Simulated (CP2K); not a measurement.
Input of a CP2K 2026.2 run:

inas_scf.inp

```
&GLOBAL
  PROJECT inas_scf
  RUN_TYPE ENERGY_FORCE
  PRINT_LEVEL LOW
&END GLOBAL
&FORCE_EVAL
  METHOD QS
  STRESS_TENSOR ANALYTICAL
  &DFT
    BASIS_SET_FILE_NAME BASIS_MOLOPT_UZH
    POTENTIAL_FILE_NAME POTENTIAL_UZH
    &MGRID
      CUTOFF 675
      REL_CUTOFF 60
      NGRIDS 4
    &END MGRID
    &QS
      METHOD GPW
      EPS_DEFAULT 1.0E-9
    &END QS
    &KPOINTS
      SCHEME MONKHORST-PACK 8 8 8
      GAMMA_CENTERED T
      SYMMETRY T
      SYMMETRY_BACKEND SPGLIB
    &END KPOINTS
    &SCF
      SCF_GUESS ATOMIC
      EPS_SCF 1.0E-6
      MAX_SCF 100
      ADDED_MOS 10
      CHOLESKY OFF
      EPS_EIGVAL 1.0E-7
      &DIAGONALIZATION ON
        ALGORITHM STANDARD
      &END DIAGONALIZATION
      &MIXING ON
        METHOD BROYDEN_MIXING
        ALPHA 0.4
        BETA 1.5
        NBUFFER 8
      &END MIXING
      &SMEAR ON
        METHOD FERMI_DIRAC
        ELECTRONIC_TEMPERATURE 580.23
      &END SMEAR
    &END SCF
    &XC
      &XC_FUNCTIONAL
        &GGA_X_PBE_R
        &END GGA_X_PBE_R
        &GGA_C_PBE
        &END GGA_C_PBE
      &END XC_FUNCTIONAL
    &END XC
    &PRINT
      &KPOINTS ON
      &END KPOINTS
      &MULLIKEN ON
      &END MULLIKEN
      &MO ON
        ENERGIES T
        OCCUPATION_NUMBERS T
        &EACH
          QS_SCF 0
        &END EACH
        ADD_LAST NUMERIC
      &END MO
      &E_DENSITY_CUBE ON
        STRIDE 1
      &END E_DENSITY_CUBE
      &V_HARTREE_CUBE ON
        STRIDE 1
      &END V_HARTREE_CUBE
      &ELF_CUBE ON
        STRIDE 1
      &END ELF_CUBE
    &END PRINT
  &END DFT
  &SUBSYS
    &CELL
      ABC 4.2680965312 4.2680965313 4.2680965312
      ALPHA_BETA_GAMMA 60.0000000003 60.0000000000 60.0000000005
      PERIODIC XYZ
    &END CELL
    &COORD
      In  0.0000000000 0.0000000000 0.0000000000
      As  6.4021447968 3.6962800219 2.6136646686
    &END COORD
    &KIND In
      BASIS_SET TZVP-MOLOPT-PBE-GTH-q13
      POTENTIAL GTH-PBE-q13
    &END KIND
    &KIND As
      BASIS_SET TZVP-MOLOPT-PBE-GTH-q5
      POTENTIAL GTH-PBE-q5
    &END KIND
    &PRINT
      &ATOMIC_COORDINATES ON
      &END ATOMIC_COORDINATES
      &CELL ON
      &END CELL
      &SYMMETRY ON
      &END SYMMETRY
    &END PRINT
  &END SUBSYS
  &PRINT
    &FORCES ON
    &END FORCES
    &STRESS_TENSOR ON
    &END STRESS_TENSOR
  &END PRINT
&END FORCE_EVAL
```

Potentials or basis: POTENTIAL_UZH In GTH-PBE-q13, As GTH-PBE-q5; TZVP-MOLOPT-PBE-GTH basis.

The run is started by

```bash
$ OMP_NUM_THREADS=1 cp2k.psmp -i inas_scf.inp -o inas_scf.out
```

Q: Predict the pressure.

A: 5.7 GPa.

Q: Predict the Mulliken charges.

A: In +0.20; As -0.20 e.

Q: What does it give for the band gap on the k mesh?

A: None (metal or under the smearing width).

Caveat: the potentials were made for another functional, which shifts forces and pressure; the basis of atomic orbitals isn't converged, which shifts pressures, moduli and gaps.

**Experimental background.**

A printed reference work, data compilation reports, for a bulk crystal of InAs at 4.2 K: band gap 0.418 eV (direct).

A measured gap of InAs is 0.418 eV (direct; 4.2 K; a printed reference work, data compilation); the calculated 0.00 eV misses it by -0.42 eV. Spin-orbit coupling on As, In is left out. The value is that of revPBE in an atomic basis (POTENTIAL_UZH In GTH-PBE-q13, As GTH-PBE-q5; TZVP-MOLOPT-PBE-GTH basis), whose error adds to the functional's, on a finite k mesh, which can miss the band edges, without temperature or zero-point motion. Semilocal functionals fall short of measured gaps as a rule.
